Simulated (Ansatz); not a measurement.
**LiH: band gap under strain**

How does strain move the band edges of the published phase of LiH, and do the functionals agree on it? States: +5.5 % strain along x alone; +5.2 % biaxial strain in x and y, z held.

Code: Ansatz 0.2.0. PAW datasets, plane waves. Computed at 0 K without zero-point motion; spin polarisation is off.

## Step 1: Starting point

The unstrained cell was relaxed with r2SCAN+rVV10; in each strained cell the atoms were relaxed again with r2SCAN+rVV10. Names of k-points are those of the unstrained zone, where strain can split equivalent points. First state: +5.5 % strain along x alone.

It is tetragonal, I4/mmm (No. 139); a = 2.826 Å, c = 4.215 Å in the conventional setting, 8.42 Å³ an atom. Near Li stand 6 H at 2.00–2.11 Å; near H stand 6 Li at 2.00–2.11 Å.

As a file:

```cif
data_structure
_symmetry_space_group_name_H-M 'P 1'
_symmetry_Int_Tables_number 1
_cell_length_a 2.8263
_cell_length_b 2.9043
_cell_length_c 2.9043
_cell_angle_alpha 58.230
_cell_angle_beta 60.885
_cell_angle_gamma 60.885
_cell_volume 16.83
loop_
_atom_site_label
_atom_site_type_symbol
_atom_site_fract_x
_atom_site_fract_y
_atom_site_fract_z
_atom_site_occupancy
Li1 Li 0.00000 0.00000 0.00000 1
H1 H 0.50000 0.50000 0.50000 1
```

## Step 2: +5.5 % strain along x alone: PBE

input.yaml

```yaml
crystal:
  lattice:
    - [0.0, 1.9984726927, 1.9984726927]
    - [2.1073894544, 0.0, 1.9984726927]
    - [2.1073894544, 1.9984726927, 0.0]
  atoms:
    - { symbol: Li, position: [0.0, 0.0, 0.0] }
    - { symbol: H, position: [0.5, 0.5, 0.5] }
kpoints:
  mp_grid: { grid: [10, 10, 10] }
  band_path:
    path:
      - [0.0, 0.0, 0.0]
      - [0.5, 0.0, 0.5]
      - [0.625, 0.25, 0.625]
      - [0.375, 0.375, 0.75]
      - [0.5, 0.5, 0.5]
      - [0.5, 0.25, 0.75]
      - [-0.5, -0.002604, 0.497396]
      - [0.0, 0.5, 0.5]
    npoints: 1
hamiltonian:
  xc: pbe
scf:
  occupations: { method: fermi_dirac, width: 0.02 }
  n_extra_bands: 4
output:
  forces: true
  stress: true
  eigenvalues: true
```

On the command line:

```sh
> ansatz run input.yaml --threads 4 --pin off --max-ram 5529MiB --backend cpu --events-out ev --progress --plain --runs-dir out
```

The runs that follow: +5.5 % strain along x alone: r2SCAN; +5.5 % strain along x alone: HSE06; +5.2 % biaxial strain in x and y, z held: PBE; +5.2 % biaxial strain in x and y, z held: r2SCAN; +5.2 % biaxial strain in x and y, z held: HSE06.

Q: Predict the outcome of this session.

**Answer**, as computed:

Least gap in eV (negative: overlap):

```
                                   state   PBE  r2SCAN  HSE06
             +5.5 % strain along x alone  2.45    3.07   3.39
+5.2 % biaxial strain in x and y, z held  2.60    3.22   3.54
```

In words: Where both were run, the HSE06 gap lies +0.94 to +0.95 eV from PBE's, each on its own k points. In PBE the gap is least under +5.5 % strain along x alone (2.45 eV) and largest under +5.2 % biaxial strain in x and y, z held (2.60 eV).
